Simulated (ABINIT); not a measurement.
MgS (Niningerite) in ABINIT: the effect of functional

MgS (Niningerite):

```xyz
2
Lattice="0.0000 2.6016 2.6016 2.6016 0.0000 2.6016 2.6016 2.6016 0.0000" Properties=species:S:1:pos:R:3 pbc="T T T"
S     2.6016    2.6016    2.6016
Mg    0.0000    0.0000    0.0000
```

Alike in all runs:

```yaml
Program: ABINIT 10.8.3 (patched build)
Task: band structure
Cutoff: 544 eV
k_mesh: 9 × 9 × 9
Occupations: fermi-dirac, width 0.05 eV
Spin: no spin polarisation
```

```tsv
functional	potentials or basis	gap on the mesh (eV)	pressure (GPa)
PBE	JTH PAW PBE v2.0	2.91	1.1
LDA	JTH PAW LDA v2.0	?	?
PBEsol	JTH PAW PBE v2.0	2.83	-1.0
```

Problem. What does the run with functional LDA give?

Solution. gap on the mesh 2.70 eV; pressure -3.3 GPa.

Caveats: the mesh misses the band edges, which the band path finds closer together; the PAW data sets were made with another functional, which shifts forces and pressure a little (some runs).
